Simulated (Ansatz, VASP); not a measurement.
C in VASP and in Ansatz

File INCAR:

```
PREC     = Accurate       # precision mode
ENCUT    = 520            # plane-wave cutoff, eV
EDIFF    = 1E-6           # SCF threshold, eV
ISMEAR   = 0              # smearing method
SIGMA    = 0.05           # smearing width, eV
LREAL    = False          # projectors in reciprocal space
LASPH    = True           # aspherical terms in the spheres
NELM     = 100            # most SCF steps
ALGO     = Normal         # electronic algorithm
ISIF     = 2              # what is computed and relaxed
LWAVE    = False          # write WAVECAR
LCHARG   = False          # write CHGCAR
GGA      = PE             # functional
IVDW     = 12             # dispersion correction
NBANDS   = 11             # bands
```

The input KPOINTS:

```
Automatic mesh
0
Gamma
  15 15 15
```

Contents of POSCAR:

```
C
1.0
    1.2448507159      0.7187148959      3.2571513611
   -1.2448507159      0.7187148959      3.2571513611
    0.0000000000     -1.4374297918      3.2571513611
C
2
Direct
    0.1640000000      0.1640000000      0.1640000000
    0.8360000000      0.8360000000      0.8360000000
```

Input for Ansatz:

```yaml
crystal:
  lattice:
    - [1.2448507159, 0.7187148959, 3.2571513611]
    - [-1.2448507159, 0.7187148959, 3.2571513611]
    - [0.0, -1.4374297918, 3.2571513611]
  atoms:
    - { symbol: C, position: [0.164, 0.164, 0.164] }
    - { symbol: C, position: [0.836, 0.836, 0.836] }
basis:
  ecutwfc: 420
kpoints:
  mp_grid: { grid: [15, 15, 15] }
hamiltonian:
  xc: pbe
  dispersion: d3bj
scf:
  occupations: { method: gaussian, width: 0.05 }
output:
  forces: true
  stress: true
  eigenvalues: true
```

Alike in both runs: task single point; functional PBE; dispersion D3(BJ); k mesh 15 × 15 × 15; occupations gaussian, width 0.05 eV; no spin polarisation.

|  | VASP | Ansatz |
| --- | --- | --- |
| version | VASP 6.6.1 | Ansatz 0.2.0 |
| potentials or method | VASP PAW PBE potentials, release 64 (C) | scalar-relativistic, plane waves, PAW |
| plane-wave cutoff (eV) | 520 | 420 |
| valence electrons in the cell | 8 | 8 |

```csv
,VASP,Ansatz,Ansatz less VASP
gap on the k mesh at the Fermi level (eV),0.88,0.88,0.000
least direct gap on the mesh (eV),0.88,0.88,0.000
pressure (GPa),-7.9,-8.4,-0.44
largest component of the traceless stress (GPa),8.66,9.17,+0.509
rms of the force components (eV/Å),0.477,0.479,+0.0019
```

Atom by atom the forces differ by 0.002 eV/Å (rms over components). The functional is the same, so the differences come from potentials, cutoffs and numerics.

Caveats: an odd mesh through Γ misses points on the zone boundary, where band edges often lie. PBE gaps usually lie below the measured ones, often by a third to a half.
